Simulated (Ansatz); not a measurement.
**GaP: computed properties**

Method: Ansatz, DFT PBE, scalar-relativistic, plane waves, PAW.

Cutoff 420 eV; k points 8×8×8 on the computed 2-atom cell (Γ-centred); Gaussian smearing, width 0.02 eV; no spin polarisation.

The structure is relaxed at this level of theory with its symmetry kept.

```cif
data_structure
_symmetry_space_group_name_H-M 'P 1'
_symmetry_Int_Tables_number 1
_cell_length_a 3.8927
_cell_length_b 3.8927
_cell_length_c 3.8927
_cell_angle_alpha 60.000
_cell_angle_beta 60.000
_cell_angle_gamma 60.000
_cell_volume 41.71
loop_
_atom_site_label
_atom_site_type_symbol
_atom_site_fract_x
_atom_site_fract_y
_atom_site_fract_z
_atom_site_occupancy
Ga1 Ga 0.00000 0.00000 0.00000 1
P1 P 0.25000 0.25000 0.25000 1
```

Task: Formation energy from the elements' standard states (uncorrected)?

Result: -0.432 eV/atom.

Task: Kohn–Sham band gap?

Result: 1.58 eV.

Task: Löwdin character of the top 1 eV of the valence band?

Result: P 3p 77 %, Ga 4p 20 %.

Task: Löwdin character of the lowest 1 eV of the conduction band?

Result: Ga 4p 29 %, Ga 4s 23 %, P 3p 22 %, P 3s 15 %, unprojected 11 %.

Task: Bader charges (e)?

Result: Ga (1 in the cell) 0.84, P (1 in the cell) -0.84.